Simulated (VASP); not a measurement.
# ZnO (zincite) (P6_3mc) in VASP: further runs

Runs on ZnO (zincite). Level: PBEsol. Tasks: single point.

Everything below comes from runs of VASP 6.6.1. Logs are shortened: lines on timing, memory, paths and dates and some standing lists are left out, and cuts for length are marked.

**What was measured.**

From “Electronic structure of alkaline earth and post-transition metal oxides”, 2009, arxiv:0908.1581, for a bulk crystal of ZnO: band gap 3.37 eV.

How close the calculation comes is told below.

**1. Starting point**

It takes space group P6_3mc (No. 186, hexagonal). Conventional cell: a = 3.249 Å, b = 3.249 Å, c = 5.206 Å, α = 90.00°, β = 90.00°, γ = 120.00°. Zn (site symmetry 3m) has 4 O at 1.97 to 1.98 Å as nearest neighbours. O (site symmetry 3m) is surrounded by 4 Zn at 1.97 to 1.98 Å.

**2. Single point, PBEsol**

INCAR reads:

```
SYSTEM = ZnO
PREC = Accurate ; ENCUT = 520
EDIFF = 1E-6 ; ISMEAR = 0
SIGMA = 0.1 ; LREAL = .FALSE.
LASPH = .TRUE. ; NELM = 100
ALGO = Normal ; ISIF = 2
LWAVE = .FALSE. ; LCHARG = .FALSE.
GGA = PS ; NBANDS = 26
```

KPOINTS reads:

```
regular mesh
0
G
  6 6 4
  0 0 0
```

POSCAR reads:

```
ZnO
1.0
    3.2493080000      0.0000000000      0.0000000000
   -1.6246540000      2.8139832727      0.0000000000
    0.0000000000      0.0000000000      5.2057090000
Zn O
2 2
Direct
    0.3333333333      0.6666666667      0.5000000000
    0.6666666667      0.3333333333      0.0000000000
    0.6666666667      0.3333333333      0.3790100000
    0.3333333333      0.6666666667      0.8790100000
```

Potentials or basis: VASP PAW PBE potentials, release 64 (Zn, O).

Started as:

```
> cat potpaw_PBE.64/Zn/POTCAR potpaw_PBE.64/O/POTCAR > POTCAR
> mpirun -np 1 vasp_std > vasp.out
```

OUTCAR:

```text
SYSTEM = ZnO
   PREC = Accurate
   ENCUT = 520
   EDIFF = 1E-6
   ISMEAR = 0
   LREAL = .FALSE.
   LASPH = .TRUE.
   NELM = 100
   ISIF = 2
   GGA = PS

 ion  position               nearest neighbor table
   1  0.333  0.667  0.500-   4 1.97   3 1.98   3 1.98   3 1.98
   2  0.667  0.333  0.000-   3 1.97   4 1.98   4 1.98   4 1.98
   3  0.667  0.333  0.379-   2 1.97   1 1.98   1 1.98   1 1.98
   4  0.333  0.667  0.879-   1 1.97   2 1.98   2 1.98   2 1.98

  LATTYP: Found a hexagonal cell.
 ALAT       =     3.2493080000
 C/A-ratio  =     1.6020977390

  Lattice vectors:

 A1 = (   3.2493080000,   0.0000000000,   0.0000000000)
 A2 = (  -1.6246540000,   2.8139832727,   0.0000000000)
 A3 = (   0.0000000000,   0.0000000000,   5.2057090000)

Analysis of symmetry for initial positions (statically):
=====================================================================
 Subroutine PRICEL returns:
 Original cell was already a primitive cell.

 Routine SETGRP: Setting up the symmetry group for a
 hexagonal supercell.

 Subroutine GETGRP returns: Found 12 space group operations
 (whereof  6 operations were pure point group operations)
 out of a pool of 24 trial point group operations.

The static configuration has the point symmetry C_3v.
 The point group associated with its full space group is C_6v.

Analysis of symmetry for dynamics (positions and initial velocities):
=====================================================================
 Subroutine PRICEL returns:
 Original cell was already a primitive cell.

 Routine SETGRP: Setting up the symmetry group for a
 hexagonal supercell.

 Subroutine GETGRP returns: Found 12 space group operations
 (whereof  6 operations were pure point group operations)
 out of a pool of 24 trial point group operations.

The dynamic configuration has the point symmetry C_3v.
 The point group associated with its full space group is C_6v.

 Subroutine INISYM returns: Found 12 space group operations
 (whereof  6 operations are pure point group operations),
 and found     1 'primitive' translations

----------------------------------------------------------------------------------------

                                     Primitive cell

  volume of cell :      47.5984

  direct lattice vectors                    reciprocal lattice vectors
     3.249308000  0.000000000  0.000000000     0.307757836  0.177684070  0.000000000
    -1.624654000  2.813983273  0.000000000     0.000000000  0.355368139  0.000000000
     0.000000000  0.000000000  5.205709000     0.000000000  0.000000000  0.192096792

  length of vectors
     3.249308000  3.249308000  5.205709000     0.355368139  0.355368139  0.192096792

  position of ions in fractional coordinates (direct lattice)
     0.333333333  0.666666667  0.500000000
     0.666666667  0.333333333  0.000000000
     0.666666667  0.333333333  0.379010000
     0.333333333  0.666666667  0.879010000

  ion indices of the primitive-cell ions
   primitive index   ion index
                 1           1
                 2           2
                 3           3
                 4           4

----------------------------------------------------------------------------------------

 KPOINTS: regular mesh

Automatic generation of k-mesh.
 Grid dimensions read from file:
 generate k-points for:    6    6    4

 Generating k-lattice:

  Cartesian coordinates                     Fractional coordinates (reciprocal lattice)
     0.051292973  0.029614012  0.000000000     0.166666667  0.000000000  0.000000000
     0.000000000  0.059228023  0.000000000     0.000000000  0.166666667  0.000000000
     0.000000000  0.000000000  0.048024198     0.000000000  0.000000000  0.250000000

  Length of vectors
     0.059228023  0.059228023  0.048024198

  Shift w.r.t. Gamma in fractional coordinates (k-lattice)
     0.000000000  0.000000000  0.000000000

 Subroutine IBZKPT returns following result:
 ===========================================

 Found     21 irreducible k-points:

 Following reciprocal coordinates:
            Coordinates               Weight
  0.000000  0.000000  0.000000      1.000000
  0.166667  0.000000  0.000000      6.000000
  0.333333 -0.000000  0.000000      6.000000
  0.500000  0.000000  0.000000      3.000000
  0.166667  0.166667  0.000000      6.000000
  0.333333  0.166667  0.000000     12.000000
[... 13 lines left out ...]
  0.333333  0.166667  0.500000     12.000000
  0.333333  0.333333  0.500000      2.000000
   k-points           NKPTS =     21   k-points in BZ     NKDIM =     21   number of bands    NBANDS=     26
   number of dos      NEDOS =    301   number of ions     NIONS =      4
   total plane-waves  NPLWV =  23040
   dimension x,y,z NGX =    24 NGY =   24 NGZ =   40
   dimension x,y,z NGXF=    48 NGYF=   48 NGZF=   80
   ions per type =               2   2
   NGX,Y,Z   is equivalent  to a cutoff of  12.28, 12.28, 12.77 a.u.
   NGXF,Y,Z  is equivalent  to a cutoff of  24.56, 24.56, 25.55 a.u.
 SYSTEM =  ZnO
   PREC   = accura    normal or accurate (medium, high low for compatibility)
   ISTART =      0    job   : 0-new  1-cont  2-samecut
   ICHARG =      2    charge: 1-file 2-atom 10-const
   ISPIN  =      1    spin polarized calculation?
   LNONCOLLINEAR =      F non collinear calculations
   LSORBIT =      F    spin-orbit coupling
   LASPH  =      T    aspherical Exc in radial PAW
   ENCUT  =  520.0 eV  38.22 Ry    6.18 a.u.   6.04  6.04  9.68*2*pi/ulx,y,z
   NELM   =    100;   NELMIN=  2; NELMDL= -5     # of ELM steps
   EDIFF  = 0.1E-05   stopping-criterion for ELM
   LREAL  =      F    real-space projection
   EDIFFG = 0.1E-04   stopping-criterion for IOM
   NSW    =      0    number of steps for IOM
   IBRION =     -1    ionic relax: 0-MD 1-quasi-New 2-CG
   NFREE  =      0    steps in history (QN), initial steepest desc. (CG)
   ISIF   =      2    stress and relaxation
   ISYM   =      2    0-nonsym 1-usesym 2-fastsym
   POTIM  = 0.5000    time-step for ionic-motion
   TEBEG  =    0.0;   TEEND  =   0.0 temperature during run
   PSTRESS=    0.0 pullay stress
   NELECT =      36.0000    total number of electrons
   NUPDOWN=      -1.0000    fix difference up-down
   EMIN   =  10.00;   EMAX   =-10.00  energy-range for DOS
   EFERMI =   0.00;   METHOD = LEGACY
   ISMEAR =     0;   SIGMA  =   0.10  broadening in eV -4-tet -1-fermi 0-gaus
   EFERMI_NEDOS =   21; number of points for ismear=-14 and -15
   IALGO  =     38    algorithm
   IMIX   =      4    mixing-type and parameters
     AMIX     =   0.40;   BMIX     =  1.00
     AMIX_MAG =   1.60;   BMIX_MAG =  1.00
  volume/ion in A,a.u.               =      11.90        80.30
  Fermi-wavevector in a.u.,A,eV,Ry     =   1.491574  2.818667 30.270160  2.224794
  Thomas-Fermi vector in A             =   2.604212
   LORBIT       =      0    0 simple, 1 ext, 2 COOP (PROOUT), +10 PAW based schemes
   GGA     = PS    functional components
   LHFCALC =     F    Hartree Fock is set to
   AEXX    =    0.0000 exact exchange contribution
   IVDW    =     0    specifies the selected vdW correction
   LEPSILON=     F    determine dielectric tensor
   LRPA    =     F    only Hartree local field effects (RPA)
 non-spin polarized calculation
 Gauss-broadening in eV      SIGMA  =   0.10
  energy-cutoff  :      520.00
  volume of cell :       47.60
 maximum number of plane-waves:      1302
   NGX = 13   NGY = 13   NGZ = 19

 number of electron      36.0000017 magnetization

 Free energy of the ion-electron system (eV)
  ---------------------------------------------------
  ext. energy  EPLUGINS =         0.00000000
  ---------------------------------------------------
  free energy    TOTEN  =       -19.40802399 eV

  energy without entropy =      -19.40802398  energy(sigma->0) =      -19.40802398

 E-fermi :   1.3953     XC(G=0): -11.1849

 val. band max:        1.0482245966   @ k =   0.0000   0.0000   0.0000
 cond. band min:       1.7326921853   @ k =   0.0000   0.0000   0.0000
 fundamental gap:      0.6844675887
 Fermi energy:         1.3952895791

 k-point     1 :       0.0000    0.0000    0.0000
  band No.  band energies     occupation
      1     -16.9900      2.00000
      2     -16.2383      2.00000
      3      -4.6578      2.00000
      4      -4.6578      2.00000
      5      -4.6578      2.00000
      6      -4.6185      2.00000
[... 18 lines left out ...]
     25      15.0527      0.00000
     26      15.0527      0.00000

 k-point     2 :       0.1667    0.0000    0.0000
  band No.  band energies     occupation
      1     -16.8407      2.00000
      2     -16.1758      2.00000
      3      -4.8216      2.00000
      4      -4.5772      2.00000
      5      -4.5563      2.00000
      6      -4.4991      2.00000
[... 18 lines left out ...]
     25      15.0291      0.00000
     26      15.2493      0.00000

 k-point     3 :       0.3333   -0.0000    0.0000
  band No.  band energies     occupation
      1     -16.5034      2.00000
      2     -16.0722      2.00000
      3      -4.9911      2.00000
      4      -4.6257      2.00000
      5      -4.4481      2.00000
      6      -4.2649      2.00000
[... 18 lines left out ...]
     25      14.3115      0.00000
     26      14.9948      0.00000

 k-point     4 :       0.5000    0.0000    0.0000
  band No.  band energies     occupation
      1     -16.2883      2.00000
      2     -16.0580      2.00000
      3      -4.9120      2.00000
      4      -4.7340      2.00000
      5      -4.4066      2.00000
      6      -4.0527      2.00000
[... 18 lines left out ...]
     25      14.1003      0.00000
     26      15.1440      0.00000
[... 409 lines left out ...]
      1     -16.3425      2.00000
      2     -16.3425      2.00000
      3      -5.0331      2.00000
      4      -5.0331      2.00000
      5      -4.4431      2.00000
      6      -4.4431      2.00000
[... 18 lines left out ...]
     25      14.3628      0.00000
     26      14.3628      0.00000

 k-point    20 :       0.3333    0.1667    0.5000
  band No.  band energies     occupation
      1     -16.1656      2.00000
      2     -16.1656      2.00000
      3      -4.9773      2.00000
      4      -4.9773      2.00000
      5      -4.3219      2.00000
      6      -4.3219      2.00000
[... 18 lines left out ...]
     25      15.1237      0.00000
     26      15.1237      0.00000

 k-point    21 :       0.3333    0.3333    0.5000
  band No.  band energies     occupation
      1     -16.1075      2.00000
      2     -16.1075      2.00000
      3      -4.7297      2.00000
      4      -4.7297      2.00000
      5      -4.4663      2.00000
      6      -4.4663      2.00000
[... 18 lines left out ...]
     25      16.5925      0.00000
     26      16.5925      0.00000

------------------------ aborting loop because EDIFF is reached ----------------------------------------

  FORCE on cell =-STRESS in cart. coord.  units (eV):
  Direction    XX          YY          ZZ          XY          YZ          ZX
  --------------------------------------------------------------------------------------
  -------------------------------------------------------------------------------------
  Total       -0.3139417     -0.3139417      0.1902178      0.0000000      0.0000000      0.0000000
  in kB      -10.5673785    -10.5673785      6.4027941      0.0000000      0.0000000      0.0000000
  external PRESSURE =      -4.9106543 kB  Pullay stress =       0.0000000 kB

 VOLUME and BASIS-vectors are now :
 -----------------------------------------------------------------------------
  energy-cutoff  :      520.00
  volume of cell :       47.60
      direct lattice vectors                 reciprocal lattice vectors
     3.249308000  0.000000000  0.000000000     0.307757836  0.177684070  0.000000000
    -1.624654000  2.813983273  0.000000000     0.000000000  0.355368139  0.000000000
     0.000000000  0.000000000  5.205709000     0.000000000  0.000000000  0.192096792

 POSITION                                       TOTAL-FORCE (eV/Angst)
 -----------------------------------------------------------------------------------
     -0.00000      1.87599      2.60285         0.000000      0.000000     -0.065297
      1.62465      0.93799      0.00000        -0.000000     -0.000000     -0.065297
      1.62465      0.93799      1.97302        -0.000000      0.000000      0.065297
     -0.00000      1.87599      4.57587         0.000000      0.000000      0.065297
 -----------------------------------------------------------------------------------
    total drift:                               -0.000000     -0.000000     -0.000703

  FREE ENERGIE OF THE ION-ELECTRON SYSTEM (eV)
  ---------------------------------------------------
  free  energy   TOTEN  =       -19.4080239870 eV

  energy  without entropy=      -19.4080239779  energy(sigma->0) =      -19.40802398
```

Wall time 13 s (1 thread of AMD EPYC 9R45 (Zen 5), shared host); peak memory 0.13 GiB.

What came out:

```yaml
Free_energy: -19.4080 eV
Pressure: -0.5 GPa
Largest_force: 0.065 eV/Å
Band_gap_on_the_k_mesh: 0.68 eV, direct
```

Forces in eV/Å, atoms in the order of the input:
```
Zn   0.000  0.000 -0.065
Zn   0.000  0.000 -0.065
O    0.000  0.000  0.065
O    0.000  0.000  0.065
```

Caveat: the PAW data sets were made with another functional, which shifts forces and pressure a little.

**3. Single point, PBEsol**

This run uses another cell than the first one, of 11.78 Å³/atom, 0.990 times its volume.

INCAR reads:

```
SYSTEM = ZnO
PREC     = Accurate       ! precision mode
ENCUT    = 520            ! plane-wave cutoff, eV
EDIFF    = 1E-6           ! SCF threshold, eV
ISMEAR   = 0              ! smearing method
SIGMA    = 0.02           ! smearing width, eV
LREAL    = .FALSE.        ! projectors in reciprocal space
LASPH    = .TRUE.         ! aspherical terms in the spheres
NELM     = 100            ! most SCF steps
ALGO     = Normal         ! electronic algorithm
ISIF     = 2              ! what is computed and relaxed
LWAVE    = .FALSE.        ! write WAVECAR
LCHARG   = .FALSE.        ! write CHGCAR
GGA      = PS             ! functional
NBANDS   = 26             ! bands
```

KPOINTS reads:

```
Automatic mesh
0
G
  9 9 6
  0 0 0
```

POSCAR reads:

```
ZnO
1.0
    3.2300572067      0.0000000000      0.0000000000
   -1.6150286033      2.7973115966      0.0000000000
    0.0000000000      0.0000000000      5.2141142653
Zn O
2 2
Direct
    0.3333333333      0.6666666667      0.5000326392
    0.6666666667      0.3333333333      0.0000326392
    0.6666666667      0.3333333333      0.3789773608
    0.3333333333      0.6666666667      0.8789773608
```

Potentials or basis: VASP PAW PBE potentials, release 64 (Zn, O).

Started as:

```
> cat potpaw_PBE.64/Zn/POTCAR potpaw_PBE.64/O/POTCAR > POTCAR
> mpirun -np 1 vasp_std > vasp.out
```

It took 23 s on 1 thread of Intel Xeon Platinum 8559C (Emerald Rapids), shared host; peak memory 0.18 GiB.

The run converged. Its results:

| Quantity | Value |
| --- | --- |
| Free energy | -19.4104 eV |
| Pressure | 0.8 GPa |
| Band gap on the k mesh | 0.69 eV, direct |

Levels at points of the mesh, in eV from the valence-band top:
```tsv
k point	band 16	band 17	band 18	band 19	band 20	band 21
(0.00, 0.00, 0.00)	-0.09	0.00	0.00	0.69	5.15	8.10
(0.00, 0.00, 0.50)	-0.40	-0.40	-0.40	3.38	3.38	9.96
```

Caveat: the PAW data sets were made with another functional, which shifts forces and pressure a little.

**4. How close it comes**

Step 2. Against the measured gap of ZnO, 3.37 eV (quoted in “Electronic structure of alkaline earth and post-transition metal oxides”, 2009, arxiv:0908.1581), the calculated 0.68 eV is off by -2.69 eV. So large a miss can be the level of theory's own, or it may mean another phase, state or a wrong row. The value is that of PBEsol, without temperature or zero-point motion. Semilocal functionals fall short of measured gaps as a rule.

Step 3. Against the measured gap of ZnO, 3.37 eV (quoted in “Electronic structure of alkaline earth and post-transition metal oxides”, 2009, arxiv:0908.1581), the calculated 0.69 eV is off by -2.68 eV. So large a miss can be the level of theory's own, or it may mean another phase, state or a wrong row. The value is that of PBEsol, without temperature or zero-point motion. Semilocal functionals fall short of measured gaps as a rule.
